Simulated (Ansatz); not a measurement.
# Bi: one contact scaled

One table from this session's results is given with a row withheld; the runs are named, their logs left out.

Computed with Ansatz 0.2.0 (DFT PBE, with the methods named in each step, unless a step's input says otherwise).

2 further runs of the same task are left out: 2 that didn't finish.

### The starting structure

Symmetry: Fd-3m, No. 227, cubic system. The conventional cell has a = 6.840 Å, b = 6.840 Å, c = 6.840 Å, α = 90.00°, β = 90.00°, γ = 90.00°. Bi (site symmetry -43m) is surrounded by 4 Bi at 2.96 Å.

Structure file:

```cif
data_structure
_symmetry_space_group_name_H-M 'Fd-3m:1'
_symmetry_Int_Tables_number 227
_cell_length_a 6.8399
_cell_length_b 6.8399
_cell_length_c 6.8399
_cell_angle_alpha 90.000
_cell_angle_beta 90.000
_cell_angle_gamma 90.000
_cell_volume 320.00
loop_
_atom_site_label
_atom_site_type_symbol
_atom_site_symmetry_multiplicity
_atom_site_Wyckoff_symbol
_atom_site_fract_x
_atom_site_fract_y
_atom_site_fract_z
_atom_site_occupancy
Bi1 Bi 8 b 0.00000 0.50000 0.00000 1
```

The file gives the conventional cell by its symmetry; the runs use the cell typed in the input.

Atoms are numbered in the order of the input: Bi1, Bi2.

The first run:

Input file input.yaml:

```yaml
crystal:
  lattice:
    - [0.0, 3.4199518934, 3.4199518934]
    - [3.4199518934, 0.0, 3.4199518934]
    - [3.4199518934, 3.4199518934, 0.0]
  atoms:
    - { symbol: Bi, position: [-0.125, -0.125, -0.125] }
    - { symbol: Bi, position: [0.125, 0.125, 0.125] }
kpoints:
  mp_grid: { grid: [8, 8, 8] }
scf:
  occupations: { method: fermi_dirac, width: 0.05 }
hamiltonian:
  xc: pbe
  pseudopotentials: { kind: paw }
output:
  forces: true
  stress: true
  eigenvalues: true
  populations: true
```

Command:

```console
$ ansatz run input.yaml --threads 1 --pin off --max-ram 2048MiB --backend cpu --events-out ev --progress --plain --runs-dir out
```

Among the steps run: Shortest bond scaled by 1, PAW; Shortest bond scaled by 1.1, PAW; Shortest bond scaled by 0.94, PAW; Shortest bond scaled by 0.88, PAW; Shortest bond scaled by 0.58, PAW; Shortest bond scaled by 0.58, PAW (source ansatz).

One of the session's tables, all rows but one given; the rest of the session is left out.

| method | length (Å) | F from the given length (eV/cell) | force along the bond (eV/Å) | pressure (GPa) | largest force (eV/Å) |
| --- | --- | --- | --- | --- | --- |
| PAW | 1.718 | 25.862 | 95.332 | 112.00 | 95.332 |
| PAW | 2.606 | 0.553 | 3.766 | 10.73 | 3.766 |
| PAW | 2.784 | ? | ? | ? | ? |
| PAW | 2.962 | 0.000 | 0.000 | 8.54 | 0.000 |
| PAW | 3.258 | 0.189 | -1.154 | 9.09 | 1.154 |
| PAW (source ansatz) | 1.718 | – | 97.217 | 114.11 | 97.217 |

Estimate the missing values for PAW, 2.784.

**Answer.** F from the given length (eV/cell): 0.106; force along the bond (eV/Å): 1.395; pressure (GPa): 8.86; largest force (eV/Å): 1.395.
